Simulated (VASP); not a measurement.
# MgS (Niningerite): relaxation of cell and atoms with PBE+rVV10

MgS (Niningerite):

```xyz
2
Lattice="0.0000 2.6016 2.6016 2.6016 0.0000 2.6016 2.6016 2.6016 0.0000" Properties=species:S:1:pos:R:3 pbc="T T T"
S     2.6016    2.6016    2.6016
Mg    0.0000    0.0000    0.0000
```

```
Program                : VASP 6.6.1
Task                   : relaxation of cell and atoms
Functional             : PBE
Dispersion             : rVV10
Potentials or basis    : VASP PAW PBE potentials, release 64 (S, Mg)
Cutoff                 : 600 eV
k mesh                 : 9 × 9 × 9
Occupations            : fermi-dirac, width 0.05 eV
Spin                   : no spin polarisation
Further INCAR settings : ALGO = Normal; EDIFF = 1e-06; IBRION = 2; EDIFFG = -0.01; NSW = 40; ISIF = 3
```

```json
{"Relaxed volume": "17.65 Å³/atom", "Relaxed cell": "a = 3.682 Å, b = 3.682 Å, c = 3.682 Å, α = 60.00°, β = 60.00°, γ = 60.00°", "Space group after relaxing (to 0.05 Å)": "Fm-3m (No. 225)", "Energy gained by relaxing": "0.0 meV/atom", "Ionic steps": "2", "Pressure after relaxing": "0.0 GPa", "Band gap on the k mesh": "2.87 eV, indirect (least direct gap 3.65 eV)"}
```

Final structure:
```
S Mg
1.0
     0.00000    2.60346    2.60346
     2.60346    0.00000    2.60346
     2.60346    2.60346    0.00000
S Mg
1 1
Direct
  0.50000 0.50000 0.50000
  0.00000 0.00000 0.00000
```

Levels at points of the mesh, in eV from the valence-band top:
| k point | band 1 | band 2 | band 3 | band 4 | band 5 | band 6 | band 7 | band 8 |
| --- | --- | --- | --- | --- | --- | --- | --- | --- |
| (0.00, 0.00, 0.00) | -12.66 | 0.00 | 0.00 | 0.00 | 3.65 | 7.92 | 7.92 | 7.92 |

Wall time 68 s on 1 thread of Intel(R) Xeon(R) 6975P-C (Granite Rapids), on a shared host, peak memory 0.26 GiB.

Caveat: an odd mesh through Γ misses points on the zone boundary, where band edges often lie. As with any semilocal functional, this PBE gap is likely too small.
